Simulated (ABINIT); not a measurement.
# TiB2 (P6/mmm) in ABINIT: further runs

Aim: see how the results for TiB2 move with the level of theory and the settings. Levels: LDA, PBEsol. Tasks: single point, relaxation of cell and atoms.

All numbers are computed with ABINIT 10.8.3 (patched build); they aren't measurements. Logs are shortened: lines on timing, memory, paths and dates and some standing lists are left out, and cuts for length are marked. The log counts tension as positive stress, the text compression.

## (1) The structure

The structure is hexagonal, space group P6/mmm (No. 191). Conventional cell: a = 3.029 Å, b = 3.029 Å, c = 3.228 Å, α = 90.00°, β = 90.00°, γ = 120.00°. Ti (site symmetry 6/mmm) is surrounded by 12 B at 2.38 Å. B (site symmetry -6m2) is surrounded by 3 B at 1.75 Å.

## (2) Single point, LDA

run.abi

```
# Pseudopotentials
pp_dirpath "./"
pseudos "Ti.upf, B.upf"

# Structure
acell 3.0292 3.0292 3.2284 Angstrom
rprim
     1.0000000000     0.0000000000     0.0000000000
    -0.5000000000     0.8660254038     0.0000000000
     0.0000000000     0.0000000000     1.0000000000
ntypat 2
znucl 22 5
natom 3
typat 1 2 2
xred
     0.0000000000     0.0000000000     0.0000000000
     0.6666666667     0.3333333333     0.5000000000
     0.3333333333     0.6666666667     0.5000000000

# Plane-wave basis
ecut 35.0

# k points
kptopt 1
ngkpt 8 8 6
nshiftk 1
shiftk 0.0 0.0 0.0

# Exchange and correlation
ixc 7

# Bands and occupations
nband 13
occopt 3
tsmear 0.05 eV

# SCF cycle
nstep 100
tolvrs 1.0e-10

# Output
iomode 3
prtwf 0
prtden 0
prteig 0
prtebands 0
```

Potentials or basis: PseudoDojo NC SR LDA v0.4.1 standard.

Started as:

```sh
$ abinit run.abi > log 2>&1
```

run.abo:

```text
.Version 10.8.3 of ABINIT
 Symmetries : space group P6/m m m (#191); Bravais hP (primitive hexag.)
================================================================================
 Values of the parameters that define the memory need of the present run
     intxc =       0    ionmov =       0      iscf =       7    lmnmax =       6
     lnmax =       6     mgfft =      36  mpssoang =       3    mqgrid =    3001
     natom =       3  nloc_mem =       1    nspden =       1   nspinor =       1
    nsppol =       1      nsym =      24    n1xccc =    2501    ntypat =       2
    occopt =       3   xclevel =       1
       mpw =        1732          nfft =       36864          nkpt =          40
================================================================================
================================================================================

--------------------------------------------------------------------------------
------------- Echo of variables that govern the present computation ------------
--------------------------------------------------------------------------------
 -outvars: echo values of preprocessed input variables --------
            acell      5.7243583806E+00  5.7243583806E+00  6.1007918249E+00 Bohr
              amu      4.78800000E+01  1.08110000E+01
             ecut      3.50000000E+01 Hartree
              ixc           7
         kptrlatt        8    0    0      0    8    0      0    0    6
          kptrlen      3.66047509E+01
            natom           3
            nband          13
            ngfft          32      32      36
             nkpt          40
            nstep         100
             nsym          24
           ntypat           2
           occopt           3
           prtden           0
        prtebands           0
           prteig           0
            prtwf           0
            rprim      1.0000000000E+00  0.0000000000E+00  0.0000000000E+00
                      -5.0000000000E-01  8.6602540380E-01  0.0000000000E+00
                       0.0000000000E+00  0.0000000000E+00  1.0000000000E+00
          spgroup         191
           tolvrs      1.00000000E-10
           tsmear      1.83746611E-03 Hartree
            typat      1  2  2
           xangst      0.0000000000E+00  0.0000000000E+00  0.0000000000E+00
                       1.5146000000E+00  8.7445471773E-01  1.6142000000E+00
                      -3.9857384438E-17  1.7489094355E+00  1.6142000000E+00
            xcart      0.0000000000E+00  0.0000000000E+00  0.0000000000E+00
                       2.8621791903E+00  1.6524799260E+00  3.0503959124E+00
                      -7.5319540682E-17  3.3049598520E+00  3.0503959124E+00
             xred      0.0000000000E+00  0.0000000000E+00  0.0000000000E+00
                       6.6666666667E-01  3.3333333333E-01  5.0000000000E-01
                       3.3333333333E-01  6.6666666667E-01  5.0000000000E-01
            znucl       22.00000    5.00000

================================================================================

 chkinp: Checking input parameters for consistency.

================================================================================
== DATASET  1 ==================================================================

--- !DatasetInfo
iteration_state: {dtset: 1, }
dimensions: {natom: 3, nkpt: 40, mband: 13, nsppol: 1, nspinor: 1, nspden: 1, mpw: 1732, }
cutoff_energies: {ecut:  35.0, pawecutdg:  -1.0, }
electrons: {nelect:   1.80000000E+01, charge:   0.00000000E+00, occopt:   3.00000000E+00, tsmear:   1.83746611E-03, }
meta: {optdriver: 0, ionmov: 0, optcell: 0, iscf: 7, paral_kgb: 0, }
...

 Exchange-correlation functional for the present dataset will be:
  LDA: Perdew-Wang 92 LSD fit to Ceperley-Alder data - ixc=7
  J.P.Perdew and Y.Wang, PRB 45, 13244 (1992)

 Real(R)+Recip(G) space primitive vectors, cartesian coordinates (Bohr,Bohr^-1):
 R(1)=  5.7243584  0.0000000  0.0000000  G(1)=  0.1746921  0.1008585  0.0000000
 R(2)= -2.8621792  4.9574398  0.0000000  G(2)=  0.0000000  0.2017170  0.0000000
 R(3)=  0.0000000  0.0000000  6.1007918  G(3)=  0.0000000  0.0000000  0.1639131
 Unit cell volume ucvol=  1.7312926E+02 bohr^3
 Angles (23,13,12)=  9.00000000E+01  9.00000000E+01  1.20000000E+02 degrees

 getcut: wavevector=  0.0000  0.0000  0.0000  ngfft=  32  32  36
         ecut(hartree)=     35.000   => boxcut(ratio)=   2.09906

--- Pseudopotential description ------------------------------------------------
- pspini: atom type   1  psp file is ./Ti.upf
12 -1012 2 -1 1568                            pspcod,pspxc,lmax,lloc,mmax
     nproj     2     2     2

- pspini: atom type   2  psp file is ./B.upf
12 -1012 1 -1 1498                            pspcod,pspxc,lmax,lloc,mmax
     nproj     2     2     0

   3.82158274E+02                                ecore*ucvol(ha*bohr**3)
--------------------------------------------------------------------------------

================================================================================

--- !BeginCycle
iteration_state: {dtset: 1, }
solver: {iscf: 7, nstep: 100, nline: 4, wfoptalg: 0, }
tolerances: {tolvrs: 1.00E-10, }
...

     iter   Etot(hartree)      deltaE(h)  residm     vres2
 ETOT  1  -65.118192465964    -6.512E+01 1.864E-01 1.100E+03
 ETOT  2  -64.465161719205     6.530E-01 1.340E-01 3.809E+03
 ETOT  3  -65.379354157710    -9.142E-01 2.643E-02 2.812E+01
 ETOT  4  -65.385547220047    -6.193E-03 1.285E-02 5.993E+00
 ETOT  5  -65.386717374156    -1.170E-03 3.878E-03 1.121E+00
 ETOT  6  -65.386964229299    -2.469E-04 5.369E-03 2.479E-02
 ETOT  7  -65.386971081389    -6.852E-06 2.087E-03 2.981E-04
 ETOT  8  -65.386971175759    -9.437E-08 2.001E-03 4.629E-05
 ETOT  9  -65.386971186117    -1.036E-08 7.835E-04 2.873E-06
 ETOT 10  -65.386971186755    -6.375E-10 6.463E-04 1.603E-08
 ETOT 11  -65.386971186759    -3.880E-12 4.199E-04 6.280E-10
 ETOT 12  -65.386971186759    -1.563E-13 2.018E-04 1.446E-10
 ETOT 13  -65.386971186760    -1.663E-12 2.063E-04 2.599E-11

 At SCF step   13       vres2   =  2.60E-11 < tolvrs=  1.00E-10 =>converged.

 Cartesian components of stress tensor (hartree/bohr^3)
  sigma(1 1)=  3.87270353E-04  sigma(3 2)=  0.00000000E+00
  sigma(2 2)=  3.87270352E-04  sigma(3 1)=  0.00000000E+00
  sigma(3 3)=  4.49151668E-04  sigma(2 1)=  0.00000000E+00

--- !ResultsGS
iteration_state: {dtset: 1, }
comment   : Summary of ground state results
lattice_vectors:
- [  5.7243584,   0.0000000,   0.0000000, ]
- [ -2.8621792,   4.9574398,   0.0000000, ]
- [  0.0000000,   0.0000000,   6.1007918, ]
lattice_lengths: [   5.72436,    5.72436,    6.10079, ]
lattice_angles: [ 90.000,  90.000, 120.000, ] # degrees, (23, 13, 12)
lattice_volume:   1.7312926E+02
convergence: {deltae: -1.663E-12, res2:  2.599E-11, residm:  2.063E-04, diffor: null, }
etotal    :  -6.53869712E+01
entropy   :   0.00000000E+00
fermie    :   4.27405638E-01
cartesian_stress_tensor: # hartree/bohr^3
- [  3.87270353E-04,   0.00000000E+00,   0.00000000E+00, ]
- [  0.00000000E+00,   3.87270352E-04,   0.00000000E+00, ]
- [  0.00000000E+00,   0.00000000E+00,   4.49151668E-04, ]
pressure_GPa:  -1.2001E+01
xred      :
- [  0.0000E+00,   0.0000E+00,   0.0000E+00, Ti]
- [  6.6667E-01,   3.3333E-01,   5.0000E-01,  B]
- [  3.3333E-01,   6.6667E-01,   5.0000E-01,  B]
cartesian_forces: # hartree/bohr
- [ -0.00000000E+00,  -0.00000000E+00,  -0.00000000E+00, ]
- [ -2.35191880E-29,   4.07364286E-29,  -0.00000000E+00, ]
- [  2.35191880E-29,  -4.07364286E-29,  -0.00000000E+00, ]
force_length_stats: {min:   0.00000000E+00, max:   4.70383761E-29, mean:   3.13589174E-29, }
...

 Integrated electronic density in atomic spheres:
 ------------------------------------------------
 Atom  Sphere_radius  Integrated_density
    1        2.00000          9.60134803
    2        2.00000          2.82911734
    3        2.00000          2.82911734
================================================================================

 ----iterations are completed or convergence reached----

 Mean square residual over all n,k,spin=   28.045E-07; max=  20.631E-05
 reduced coordinates (array xred) for    3 atoms
       0.000000000000      0.000000000000      0.000000000000
       0.666666666667      0.333333333333      0.500000000000
       0.333333333333      0.666666666667      0.500000000000
 rms dE/dt=  1.4191E-28; max dE/dt=  2.6926E-28; dE/dt below (all hartree)
    1       0.000000000000      0.000000000000      0.000000000000
    2       0.000000000000     -0.000000000000      0.000000000000
    3      -0.000000000000      0.000000000000      0.000000000000

 cartesian coordinates (angstrom) at end:
    1      0.00000000000000     0.00000000000000     0.00000000000000
    2      1.51460000000000     0.87445471773032     1.61420000000000
    3     -0.00000000000000     1.74890943546064     1.61420000000000

 cartesian forces (hartree/bohr) at end:
    1     -0.00000000000000    -0.00000000000000    -0.00000000000000
    2     -0.00000000000000     0.00000000000000    -0.00000000000000
    3      0.00000000000000    -0.00000000000000    -0.00000000000000
 frms,max,avg= 2.2174103E-29 4.0736429E-29   0.000E+00  0.000E+00  0.000E+00 h/b

 cartesian forces (eV/Angstrom) at end:
    1     -0.00000000000000    -0.00000000000000    -0.00000000000000
    2     -0.00000000000000     0.00000000000000    -0.00000000000000
    3      0.00000000000000    -0.00000000000000    -0.00000000000000
 frms,max,avg= 1.1402382E-27 2.0947514E-27   0.000E+00  0.000E+00  0.000E+00 e/A
 length scales=  5.724358380600  5.724358380600  6.100791824881 bohr
              =  3.029200000000  3.029200000000  3.228400000000 angstroms
 Fermi (or HOMO) energy (hartree) =   0.42741   Average Vxc (hartree)=  -0.47946
 Eigenvalues (hartree) for nkpt=  40  k points:
 kpt#   1, nband= 13, wtk=  0.00260, kpt=  0.0000  0.0000  0.0000 (reduced coord)
  -1.64667   -0.78947   -0.77767   -0.77767   -0.06563    0.32881    0.32881    0.34066
   0.34639    0.49356    0.49356    0.55810    0.55810
      occupation numbers for kpt#   1
   2.00000    2.00000    2.00000    2.00000    2.00000    2.00000    2.00000    2.00000
   2.00000    0.00000    0.00000    0.00000    0.00000
 prteigrs : prtvol=0 or 1, do not print more k-points.

--- !EnergyTerms
iteration_state     : {dtset: 1, }
comment             : Components of total free energy in Hartree
kinetic             :  2.76776563767236E+01
hartree             :  1.21094015800753E+01
xc                  : -1.12015998883644E+01
Ewald energy        : -5.13087758946070E+01
psp_core            :  2.20735811655443E+00
local_psp           : -4.52666261127645E+01
non_local_psp       :  3.95659552855088E-01
internal            : -6.53869262695275E+01
'-kT*entropy'       : -4.49172329187655E-05
total_energy        : -6.53869711867604E+01
total_energy_eV     : -1.77927012841777E+03
band_energy         : -5.71684642737832E+00
...

 Cartesian components of stress tensor (hartree/bohr^3)
  sigma(1 1)=  3.87270353E-04  sigma(3 2)=  0.00000000E+00
  sigma(2 2)=  3.87270352E-04  sigma(3 1)=  0.00000000E+00
  sigma(3 3)=  4.49151668E-04  sigma(2 1)=  0.00000000E+00

-Cartesian components of stress tensor (GPa)         [Pressure= -1.2001E+01 GPa]
- sigma(1 1)=  1.13938872E+01  sigma(3 2)=  0.00000000E+00
- sigma(2 2)=  1.13938871E+01  sigma(3 1)=  0.00000000E+00
- sigma(3 3)=  1.32144983E+01  sigma(2 1)=  0.00000000E+00

== END DATASET(S) ==============================================================
================================================================================

 -outvars: echo values of variables after computation  --------
            acell      5.7243583806E+00  5.7243583806E+00  6.1007918249E+00 Bohr
           etotal     -6.5386971187E+01
            fcart     -0.0000000000E+00 -0.0000000000E+00 -0.0000000000E+00
                      -2.3519188039E-29  4.0736428636E-29 -0.0000000000E+00
                       2.3519188039E-29 -4.0736428636E-29 -0.0000000000E+00
            rprim      1.0000000000E+00  0.0000000000E+00  0.0000000000E+00
                      -5.0000000000E-01  8.6602540380E-01  0.0000000000E+00
                       0.0000000000E+00  0.0000000000E+00  1.0000000000E+00
           strten      3.8727035275E-04  3.8727035228E-04  4.4915166767E-04
                       0.0000000000E+00  0.0000000000E+00  0.0000000000E+00
           xangst      0.0000000000E+00  0.0000000000E+00  0.0000000000E+00
                       1.5146000000E+00  8.7445471773E-01  1.6142000000E+00
                      -3.9857384438E-17  1.7489094355E+00  1.6142000000E+00
             xred      0.0000000000E+00  0.0000000000E+00  0.0000000000E+00
                       6.6666666667E-01  3.3333333333E-01  5.0000000000E-01
                       3.3333333333E-01  6.6666666667E-01  5.0000000000E-01
 Calculation completed.
```

Run time: 21 s. Hardware: 1 thread of Intel Xeon Platinum 8488C (Sapphire Rapids), shared host; peak memory 0.07 GiB.

Results:

```yaml
Free_energy: -1779.2701 eV
Band_gap_on_the_k_mesh: none (metal or under the smearing width)
Valence_electrons_inside_the_program's_atomic_spheres: Ti 9.60; B 2.83
```

Caveat: the cutoff is too short for stress, so the log's stress isn't used.

## (3) Single point, PBEsol

run.abi: that of step 2 with these lines changed.

```diff
@@ -5,7 +5,7 @@
 # Structure
-acell 3.0292 3.0292 3.2284 Angstrom
+acell 3*1.0 Angstrom
 rprim
-     1.0000000000     0.0000000000     0.0000000000
-    -0.5000000000     0.8660254038     0.0000000000
-     0.0000000000     0.0000000000     1.0000000000
+     3.0292000000     0.0000000000     0.0000000000
+    -1.5146000000     2.6233641531     0.0000000000
+     0.0000000000     0.0000000000     3.2284000000
 ntypat 2
@@ -20,3 +20,3 @@
 # Plane-wave basis
-ecut 35.0
+ecut 38.0
 
@@ -29,3 +29,3 @@
 # Exchange and correlation
-ixc 7
+ixc -116133
```

Potentials or basis: PseudoDojo NC SR PBEsol v0.4.1 standard.

Started as:

```sh
$ mpirun --bind-to none -np 4 abinit run.abi > log 2>&1
```

Wall time 8.5 s (4 MPI ranks of Arm Neoverse V2, shared host); peak memory 0.24 GiB.

It converged, with:

| Property | Result |
| --- | --- |
| Free energy | -1776.8609 eV |
| Pressure | -4.9 GPa |
| Band gap on the k mesh | none (metal or under the smearing width) |
| Valence electrons inside the program's atomic spheres | Ti 9.59; B 2.83 |

Stress tensor (GPa, compression positive):
```
-3.87  0.00  0.00
 0.00 -3.87  0.00
 0.00  0.00 -7.09
```

Levels at points of the mesh, in eV from the Fermi level:
```
           k point  band 6  band 7  band 8  band 9  band 10  band 11  band 12  band 13
(0.00, 0.00, 0.00)   -2.69   -2.69   -2.40   -2.24     1.82     1.82     3.61     3.61
(0.50, 0.00, 0.00)   -9.28   -3.34   -3.32   -2.38     1.26     2.69     3.17     3.29
(0.00, 0.00, 0.50)   -7.72   -0.61   -0.61   -0.27    -0.27     0.35     0.35     1.56
(0.50, 0.00, 0.50)   -7.62   -4.73   -3.93   -3.23     2.41     2.87     4.44     4.55
```

(Part 1 of 2 ends here.)
